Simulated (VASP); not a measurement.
Crystal: CdS (Hawleyite).

```
CELL_PARAMETERS angstrom
0.00000 2.96321 2.96321
2.96321 0.00000 2.96321
2.96321 2.96321 0.00000
ATOMIC_POSITIONS crystal
Cd 0.00000 0.00000 0.00000
S 0.25000 0.25000 0.25000
```

* Program: VASP 6.6.1
* Task: relaxation of cell and atoms
* Functional: PBEsol
* Potentials or basis: VASP PAW PBE potentials, release 64 (Cd, S)
* Cutoff: 600 eV
* k mesh: 8 × 8 × 8
* Occupations: gaussian, width 0.02 eV
* Spin: no spin polarisation

At the start: pressure -2.5 GPa; volume 26.02 Å³/atom.

Question: How do energy, volume and symmetry change on relaxing?

Answer: Over 3 steps the energy falls by 9.8 meV/atom and the volume is 24.83 Å³/atom (-4.6 %); space group F-43m (No. 216, to 0.05 Å).

The path:
| step | energy change (eV) | largest force (eV/Å) | pressure (GPa) | volume (Å³) |
| --- | --- | --- | --- | --- |
| 1 | 0.0000 | 0.0000 | -2.55 | 52.04 |
| 2 | -0.0176 | 0.0000 | 0.84 | 48.98 |
| 3 | -0.0196 | 0.0000 | -0.01 | 49.67 |

Final structure:
```
Cd S
1.0
     0.00000    2.91754    2.91754
     2.91754    0.00000    2.91754
     2.91754    2.91754    0.00000
Cd S
1 1
Direct
  0.00000 0.00000 0.00000
  0.25000 0.25000 0.25000
```

Caveat: the PAW data sets were made with another functional, which shifts forces and pressure a little.
